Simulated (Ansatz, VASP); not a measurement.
**ZnS in VASP and in Ansatz**

```xyz
2
Lattice="-1.1359 2.2718 2.2718 2.2718 -1.1359 2.2718 2.2718 2.2718 -1.1359" Properties=species:S:1:pos:R:3 pbc="T T T"
Zn    0.0000    0.0000    0.0000
S     2.5557    2.5557    2.5557
```

Alike in both runs: task single point; functional r2SCAN; k mesh 8 × 8 × 8; occupations gaussian, width 0.05 eV; no spin polarisation.

```csv
,VASP,Ansatz
version,VASP 6.6.1,Ansatz 0.2.0
potentials or method,"VASP PAW PBE potentials, release 64 (Zn, S)","scalar-relativistic, plane waves, PAW"
plane-wave cutoff (eV),520,500
valence electrons in the cell,18,18
```

Ansatz gave:

- gap on the k mesh at the Fermi level (eV): 0.79
- least direct gap on the mesh (eV): 1.14
- rms of the force components (eV/Å): 24.467

Q: What did VASP give for the same quantities?

A: gap on the k mesh at the Fermi level (eV): 0.92; least direct gap on the mesh (eV): 1.21; rms of the force components (eV/Å): 26.210.

Atom by atom the forces differ by 1.743 eV/Å (rms over components).

Caveats: the PAW data sets were made with another functional, which shifts forces and pressure a little (VASP). A k mesh can miss the band edges. r2SCAN opens gaps a little over a GGA but as a rule still falls short of measured ones.
